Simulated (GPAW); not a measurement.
Crystal: CdS (Greenockite).

```
Cd S
1.0
     4.15000    0.00000    0.00000
    -2.07500    3.59401    0.00000
     0.00000    0.00000    6.73700
Cd S
2 2
Direct
  0.66667 0.33333 0.50000
  0.33333 0.66667 0.00000
  0.66667 0.33333 0.87500
  0.33333 0.66667 0.37500
```

- Program: GPAW 26.7.0
- Task: relaxation of cell and atoms
- Functional: TASK
- Potentials or basis: GPAW PAW data sets (gpaw-data 1.2.1)
- Cutoff: 600 eV
- Basis: pw
- k mesh: 5 × 5 × 3
- Occupations: fermi-dirac, width 0.05 eV
- Spin: no spin polarisation

At the start: pressure 5.7 GPa; volume 25.12 Å³/atom.

How do energy, volume and symmetry change on relaxing?

Over 4 steps the energy falls by 43.9 meV/atom and the volume is 27.70 Å³/atom (+10.3 %); space group P6_3mc (No. 186, to 0.05 Å).

The path:
```tsv
step	energy change (eV)	largest force (eV/Å)	pressure (GPa)	volume (Å³)
1	0.0000	0.0712	5.74	100.48
2	-0.0335	0.0570	5.07	101.46
3	-0.1735	0.0156	0.50	109.80
4	-0.1756	0.0174	0.07	110.81
```

Final structure:
```cif
data_structure
_symmetry_space_group_name_H-M 'P 1'
_symmetry_Int_Tables_number 1
_cell_length_a 4.2842
_cell_length_b 4.2842
_cell_length_c 6.9713
_cell_angle_alpha 90.000
_cell_angle_beta 90.000
_cell_angle_gamma 120.000
_cell_volume 110.81
loop_
_atom_site_label
_atom_site_type_symbol
_atom_site_fract_x
_atom_site_fract_y
_atom_site_fract_z
_atom_site_occupancy
Cd1 Cd 0.66667 0.33333 0.49867 1
Cd2 Cd 0.33333 0.66667 0.99867 1
S1 S 0.66667 0.33333 0.87634 1
S2 S 0.33333 0.66667 0.37634 1
```

Caveat: later steps reuse the first step's grids; the PAW data sets were made with another functional, which shifts forces and pressure a little; the volume moved by +10 % from the deposited cell, more than functionals usually miss.
